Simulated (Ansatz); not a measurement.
All numbers below come from DFT PBE, scalar-relativistic, plane waves, PAW (Ansatz). Several structures of Na2I were relaxed, and the powder pattern of one of them was computed from 10° to 70° in 2θ (λ = 1.5406 Å; lines under 1 % are left out).

Cu Kα1 powder pattern (kinematic, no thermal factors).
2θ (°) (relative intensity): 18.08 (72), 22.58 (8), 29.07 (100), 31.58 (54), 36.62 (12), 39.17 (11), 43.45 (33), 46.10 (6), 49.12 (10), 49.91 (10), 54.70 (33), 56.23 (10), 56.95 (19), 60.27 (6), 61.37 (3), 65.94 (6), 69.00 (4), 69.64 (8)

**Question.** Which structure gives it?
A.

```cif
data_structure
_symmetry_space_group_name_H-M 'P6_3/mmc'
_symmetry_Int_Tables_number 194
_cell_length_a 4.3547
_cell_length_b 4.3547
_cell_length_c 14.6878
_cell_angle_alpha 90.000
_cell_angle_beta 90.000
_cell_angle_gamma 120.000
_cell_volume 241.22
loop_
_atom_site_label
_atom_site_type_symbol
_atom_site_symmetry_multiplicity
_atom_site_Wyckoff_symbol
_atom_site_fract_x
_atom_site_fract_y
_atom_site_fract_z
_atom_site_occupancy
Na1 Na 4 f 0.33333 0.66667 0.38911 1
I1 I 2 b 0.00000 0.00000 0.25000 1
```

B.

```cif
data_structure
_symmetry_space_group_name_H-M 'P4_2/m'
_symmetry_Int_Tables_number 84
_cell_length_a 7.7366
_cell_length_b 7.7366
_cell_length_c 4.6407
_cell_angle_alpha 90.000
_cell_angle_beta 90.000
_cell_angle_gamma 90.000
_cell_volume 277.77
loop_
_atom_site_label
_atom_site_type_symbol
_atom_site_symmetry_multiplicity
_atom_site_Wyckoff_symbol
_atom_site_fract_x
_atom_site_fract_y
_atom_site_fract_z
_atom_site_occupancy
Na1 Na 4 j 0.71845 0.38153 0.50000 1
I1 I 2 c 0.50000 0.00000 0.50000 1
```

C.

```cif
data_structure
_symmetry_space_group_name_H-M 'P4_2/mnm'
_symmetry_Int_Tables_number 136
_cell_length_a 7.8256
_cell_length_b 7.8256
_cell_length_c 4.4790
_cell_angle_alpha 90.000
_cell_angle_beta 90.000
_cell_angle_gamma 90.000
_cell_volume 274.29
loop_
_atom_site_label
_atom_site_type_symbol
_atom_site_symmetry_multiplicity
_atom_site_Wyckoff_symbol
_atom_site_fract_x
_atom_site_fract_y
_atom_site_fract_z
_atom_site_occupancy
Na1 Na 4 f 0.28854 0.28854 0.00000 1
I1 I 2 a 0.00000 0.00000 0.00000 1
```

D.

```cif
data_structure
_symmetry_space_group_name_H-M 'P6/mmm'
_symmetry_Int_Tables_number 191
_cell_length_a 5.6620
_cell_length_b 5.6620
_cell_length_c 3.9348
_cell_angle_alpha 90.000
_cell_angle_beta 90.000
_cell_angle_gamma 120.000
_cell_volume 109.24
loop_
_atom_site_label
_atom_site_type_symbol
_atom_site_symmetry_multiplicity
_atom_site_Wyckoff_symbol
_atom_site_fract_x
_atom_site_fract_y
_atom_site_fract_z
_atom_site_occupancy
Na1 Na 2 c 0.33333 0.66667 0.00000 1
I1 I 1 b 0.00000 0.00000 0.50000 1
```

**Answer.** D. Its strongest line, at 2θ = 29.07°, has d = λ/(2 sin θ) = 3.069 Å and is the (1 0 1) reflection of the conventional P6/mmm cell with a = 5.662 Å, c = 3.935 Å. The others have their strongest lines at 26.5° (A); 32.2° (B); 16.0° (C).

The cells needn't be stable.
